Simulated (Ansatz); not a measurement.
# Ga2O3 (C2/m) in Ansatz: single point with PBE

Aim: the single point of Ga2O3 with PBE.

Program: Ansatz 0.2.0. These are calculated values, not measurements. Logs are shortened: lines on timing, memory, paths and dates and some standing lists are left out, and cuts for length are marked.

### 1 The structure

The structure is monoclinic, space group C2/m (No. 12). The conventional cell has a = 12.214 Å, b = 3.037 Å, c = 5.798 Å, α = 90.00°, β = 103.83°, γ = 90.00°. Ga (site symmetry m) is surrounded by 6 O at 1.94 to 2.07 Å. Around Ga (site symmetry m) lie 4 O at 1.83 to 1.86 Å. Around O (site symmetry m) lie 3 Ga at 1.83 to 1.94 Å. O (site symmetry m) is surrounded by 4 Ga at 1.86 to 2.07 Å. O (site symmetry m) is surrounded by 3 Ga at 1.83 to 1.94 Å.

### 2 Single point, PBE

input.yaml

```yaml
crystal:
  lattice:
    - [6.107, -1.51855, 0.0]
    - [6.107, 1.51855, 0.0]
    - [-1.3859888959, 0.0, 5.630008738]
  atoms:
    - { symbol: Ga, position: [0.34134, 0.34134, 0.68598] }
    - { symbol: Ga, position: [0.65866, 0.65866, 0.31402] }
    - { symbol: Ga, position: [0.9095, 0.9095, 0.2054] }
    - { symbol: Ga, position: [0.0905, 0.0905, 0.7946] }
    - { symbol: O, position: [0.5041, 0.5041, 0.7434] }
    - { symbol: O, position: [0.4959, 0.4959, 0.2566] }
    - { symbol: O, position: [0.8267, 0.8267, 0.4368] }
    - { symbol: O, position: [0.1733, 0.1733, 0.5632] }
    - { symbol: O, position: [0.8355, 0.8355, 0.8902] }
    - { symbol: O, position: [0.1645, 0.1645, 0.1098] }
hamiltonian:
  xc: pbe
  pseudopotentials: { kind: paw }
kpoints:
  mp_grid: { grid: [9, 9, 5] }
scf:
  occupations: { method: fermi_dirac, width: 0.05 }
basis:
  ecutwfc: "600 eV"
output:
  forces: true
  stress: true
  eigenvalues: true
  write_density: true
  write_potential: true
  elf: true
  volumetric_format: npy
```

Potentials or basis: Ansatz PAW.

Launch:

```
$ ansatz run input.yaml --threads 2 --pin off --max-ram 5120MiB --backend cpu --events-out ev --progress --plain --runs-dir out
```

Log:

```text
Warning: RAYON_NUM_THREADS=2 ignored (pool sized by the plan → 2); use --threads N
basis.fft_grid_basis auto: the FFT boxes are laid along the combinations [[1, -1, 0], [0, 1, 0], [0, 0, 1]] of the cell's own vectors, 3.037, 6.293 and 5.798 Å long. The dense box has 25×54×48 points. Along the cell's own vectors, as sized, it would have 54×54×48, 2.16 times as many. Of the 4 symmetry operations that the crystal satisfies within crystal.symmetry.tolerance (time reversal apart; of a slab, those that keep its plane) the dense box along the cell's own vectors carries 4, and the one as laid loses 2 of those. basis.fft_grid_basis: typed keeps the cell's own vectors: state it where this run's energies or levels are differenced outside the engine with another run's, or held beside a run that keeps those vectors. Those combinations have planes normal to reciprocal vector 3, as the cell's own vectors have. Each planar average written beside output.write_density, output.write_potential has a row for each plane of the box: 48. The volumetric files lie along those combinations, not along the cell's own vectors: a cube or XSF file states them, and fields.json those of NumPy files.
Engine: ansatz 0.2.0, aarch64-unknown-linux-gnu
Pseudopotentials: kind: paw
Pseudopotential: Ga, paw, valence charge 13, recommended cutoff 420 eV (normal), Ga.paw.azcp
Pseudopotential: O, paw, valence charge 6, recommended cutoff 420 eV (normal), O.paw.azcp
Functional definition: PBE
  parameter kappa = 0.804
  parameter beta = 0.06672455060314922
  exchange = pbe_x(kappa = kappa, mu = beta*pi^2/3)
  correlation = pbe_c(beta = beta)
Crystal: 10 atoms, lattice volume = 104.423 Å³
Basis set: ecut = 600 eV, 3459 PW (Γ), FFT grids on a1−a2, a2, a3, exchange–correlation on 50×108×96 points (8 copies of the dense FFT grid, shifted against one another)
Bands: 54, of which v1, the nominal top of the filled ones, is band 44 counted from 1 (43 counted from 0)
Symmetry: 4 space group operations
Space group: C2/m (ITA 12), of the structure as read, at distance tolerance 4.7e-5 Å
k-points: 115 of 405
Non-local potential: Ga, projectors of the file, l = 0: 2, l = 1: 2, l = 2: 3, l = 3: 1
Non-local potential: O, projectors of the file, l = 0: 2, l = 1: 2, l = 2: 1
PAW form: soft (Blöchl's): semilocal exchange-correlation on the pseudo side does not see the compensation charge
PAW one-centre angular grid: Ga, 590 points (default); XC on 64 Gauss nodes
PAW one-centre angular grid: O, 110 points (default); XC on 64 Gauss nodes
Initial density: superposition of atomic densities (neutral atoms: chi_scale 0, normalization atom), corrected by the library's trained network
Initial wavefunctions: pseudopotential atomic-orbital guess
Functional: x = pbe(κ = 0.804, μ = 0.2195149727645171), c = pbe(β = 0.06672455060314922)
SCF iter   1: F=—  HF=-18540.021003 eV  |F-HF|=—  |Δ(HF+E_count)|=         —  Δρ=1.52e-3  dr2=6.54e-4  ethr=1.77e-3  ⟨swp⟩=5.8  Hψ=22900  notcnv=0  defer=90
preconditioner: auto → Resta (q_TF=auto, 2.652 Å⁻¹)  ε∞=4.7  [insulator: Δε(μ)=2.438 eV  Ē_g=17.835 eV  σ=0.050 eV  W_gap=1.00  n_scr=34 (ndim 8)  ℏωp=34.1 eV  f_vac=0.014  D(μ)=0.00/eV (n_scr^D=0)  ε∞_Penn≈4.7]
SCF iter   2: F=—  HF=-18540.021132 eV  |F-HF|=—  |Δ(HF+E_count)|=   1.29e-4  Δρ=8.71e-4  dr2=2.87e-4  ethr=7.43e-7  ⟨swp⟩=2.8  Hψ=13175  notcnv=0  defer=234
SCF iter   3: F=—  HF=-18540.021481 eV  |F-HF|=—  |Δ(HF+E_count)|=   3.49e-4  Δρ=3.34e-4  dr2=7.22e-5  ethr=3.26e-7  ⟨swp⟩=2.4  Hψ=10258  notcnv=0  defer=234
SCF iter   4: F=—  HF=-18540.021468 eV  |F-HF|=—  |Δ(HF+E_count)|=   1.33e-5  Δρ=6.44e-5  dr2=3.43e-6  ethr=8.21e-8  ⟨swp⟩=2.0  Hψ=10696  notcnv=0  defer=234
SCF iter   5: F=—  HF=-18540.021472 eV  |F-HF|=—  |Δ(HF+E_count)|=   3.66e-6  Δρ=3.68e-5  dr2=1.33e-6  ethr=3.90e-9  ⟨swp⟩=2.0  Hψ=10473  notcnv=0  defer=234
SCF iter   6: F=—  HF=-18540.021472 eV  |F-HF|=—  |Δ(HF+E_count)|=   3.14e-7  Δρ=1.82e-5  dr2=3.27e-7  ethr=1.52e-9  ⟨swp⟩=2.0  Hψ=10527  notcnv=0  defer=234
SCF iter   7: F=-18540.021472 eV  HF=-18540.021472 eV  |F-HF|=8.19e-9  |Δ(HF+E_count)|=   3.37e-8  Δρ=6.33e-6  dr2=4.83e-8  ethr=1.14e-10  ⟨swp⟩=14.2  Hψ=47592  notcnv=0
SCF 1 converged in 7 iterations: F = -18540.021472 eV  dr2 = 4.83e-8
SCF converged after 7 iterations
Free energy (F): -18540.021472 eV
Harris-Foulkes:  -18540.021472 eV  (|F-HF|=8.19e-9)
Internal energy: -18540.021472 eV  (E = F + TS)
E sigma→0 (E₀):  -18540.021472 eV
Fermi energy:    9.535356 eV
--- Per-component energies (eV) ---
  E_band       = -89.384258
  E_kinetic    = 1521.577803
  E_local      = -9089.990509  (includes V_loc(G=0)·N_el)
  E_nonlocal   = 2024.477359
  E_hartree    = 4086.249972
  E_xc         = -713.104495
  E_vxc        = -791.072931  (∫ρ·V_xc dr)
  E_paw        = -8944.461708  (= ΣΔE_a)
  E_vpaw       = -1926.873261  (= ΣTr[D̂ρ^β])
  E_aug_tail   = 0.003695  (compensation charges beyond the density's cutoff)
  E_ewald      = -7424.773589
  E_smearing   = -0.000000  (= −TS)
  E_closure    = 0.000000  (closes the sum)
  Σ components = -18540.021472   (vs F -18540.021472, Δ=0.00e0)
--- Forces (eV/Å), atoms counted from 1 ---
  atom   1  Ga     0.01951859     0.00000000    -0.06792114
  atom   2  Ga    -0.01951859    -0.00000000     0.06792114
  atom   3  Ga    -0.10654414     0.00000000    -0.06243669
  atom   4  Ga     0.10654414    -0.00000000     0.06243669
  atom   5  O     -0.16663016     0.00000000    -0.05248893
  atom   6  O      0.16663016    -0.00000000     0.05248893
  atom   7  O      0.01371470    -0.00000000     0.05441309
  atom   8  O     -0.01371470     0.00000000    -0.05441309
  atom   9  O     -0.20506270    -0.00000000     0.07764981
  atom  10  O      0.20506270     0.00000000    -0.07764981
  max |Σ_I F_I| component: 5.55e-17 eV/Å
--- Stress (GPa, compression-positive) ---
        9.354868       0.000000       0.148380
        0.000000      10.211967      -0.000000
        0.148380      -0.000000       9.055888
  P = ⅓ Tr σ = 9.5409 GPa (95.409 kbar)
--- Band table (eV; the first three rows and the last of 115) ---
  k-point 0: bands = ["-10.7147", "-9.5588", "-9.5264", "-9.4049", "-8.9304", "-8.9201", "-4.7170", "-4.6871", "-4.6816", "-4.6273", "-4.5027", "-4.4952", "-4.4876", "-4.4781", "-4.4220", "-4.2905", "-4.2872", "-4.2802", "-4.2483", "-4.2384", "-4.2128", "-4.2127", "-4.1559", "-4.0651", "-3.9115", "-3.8676", "1.2196", "2.3048", "3.4772", "4.0564", "4.6956", "5.5602", "5.6530", "6.0192", "6.2557", "6.3330", "6.5933", "6.6361", "7.2625", "7.5483", "7.5673", "7.7492", "7.9397", "8.2021", "10.6592", "13.9673", "14.9978", "15.0292", "16.0486", "17.0016", "17.6539", "17.7360", "19.5273", "20.6423"]
  k-point 1: bands = ["-10.6435", "-9.6931", "-9.5363", "-9.3414", "-8.9886", "-8.8783", "-4.7056", "-4.6885", "-4.6826", "-4.6255", "-4.5705", "-4.5076", "-4.4837", "-4.4628", "-4.4136", "-4.3019", "-4.2945", "-4.2880", "-4.2785", "-4.2253", "-4.2112", "-4.2001", "-4.1545", "-4.0369", "-4.0022", "-3.7200", "1.3965", "2.4886", "3.2701", "4.0943", "4.7781", "5.5546", "5.8152", "5.9248", "6.2046", "6.2378", "6.4512", "6.6369", "7.0782", "7.4939", "7.5794", "7.6376", "7.8307", "7.9709", "11.3104", "14.1289", "14.8303", "15.1544", "15.8902", "16.9761", "17.4471", "18.0415", "19.8578", "20.7180"]
  k-point 2: bands = ["-10.4785", "-9.9287", "-9.5482", "-9.2642", "-9.0263", "-8.8772", "-4.6899", "-4.6848", "-4.6801", "-4.6403", "-4.6125", "-4.5690", "-4.4612", "-4.4301", "-4.4161", "-4.3294", "-4.3254", "-4.2963", "-4.2711", "-4.2439", "-4.2092", "-4.1644", "-4.1529", "-4.0639", "-3.9961", "-3.5956", "1.8881", "2.5508", "3.1029", "3.9986", "5.0121", "5.5379", "5.6467", "5.9942", "6.1469", "6.2288", "6.3453", "6.6711", "6.7650", "6.9057", "7.5961", "7.6056", "7.7194", "7.9281", "12.4953", "13.6431", "14.9214", "15.4040", "15.9773", "16.2785", "17.9968", "18.1864", "20.0479", "20.1089"]
  k-point 114: bands = ["-10.2311", "-9.8774", "-9.6575", "-9.2936", "-9.0792", "-8.8302", "-4.7085", "-4.6848", "-4.6425", "-4.6372", "-4.5880", "-4.5760", "-4.4809", "-4.4522", "-4.4230", "-4.3921", "-4.3568", "-4.3475", "-4.2727", "-4.2556", "-4.2132", "-4.1879", "-4.1593", "-4.0898", "-3.6071", "-3.4041", "2.3225", "2.6986", "3.2186", "3.6819", "4.5340", "4.7855", "5.2502", "5.4147", "5.6602", "5.8465", "6.2636", "6.7116", "7.1393", "7.1790", "7.4645", "7.6615", "7.7047", "8.2197", "13.5765", "14.0535", "14.6180", "15.1722", "15.6574", "16.4774", "18.1941", "18.5903", "19.8182", "20.1807"]
```

Run time: 36 s. Hardware: 2 threads of Arm Neoverse V2, shared host; peak memory 0.94 GiB.

What came out:

```yaml
Free_energy: -18540.0215 eV
Pressure: 9.5 GPa
Largest_force: 0.219 eV/Å
Band_gap_on_the_k_mesh: 2.44 eV, indirect (least direct gap 2.46 eV)
```

Forces on the atoms (eV/Å):
```
Ga   0.020  0.000 -0.068
Ga  -0.020  0.000  0.068
Ga  -0.107  0.000 -0.062
Ga   0.107  0.000  0.062
O   -0.167  0.000 -0.052
O    0.167  0.000  0.052
O    0.014  0.000  0.054
O   -0.014  0.000 -0.054
O   -0.205  0.000  0.078
O    0.205  0.000 -0.078
```

Stress tensor (GPa, compression positive):
```
 9.35  0.00  0.15
 0.00 10.21  0.00
 0.15  0.00  9.06
```

Levels at points of the mesh, in eV from the valence-band top:
| k point | band 41 | band 42 | band 43 | band 44 | band 45 | band 46 | band 47 | band 48 |
| --- | --- | --- | --- | --- | --- | --- | --- | --- |
| (0.00, 0.00, 0.00) | -0.65 | -0.47 | -0.28 | -0.02 | 2.44 | 5.75 | 6.78 | 6.81 |

Caveat: odd divisions of the mesh miss points on the zone boundary, where band edges often lie, so the gap on the mesh can be too wide.
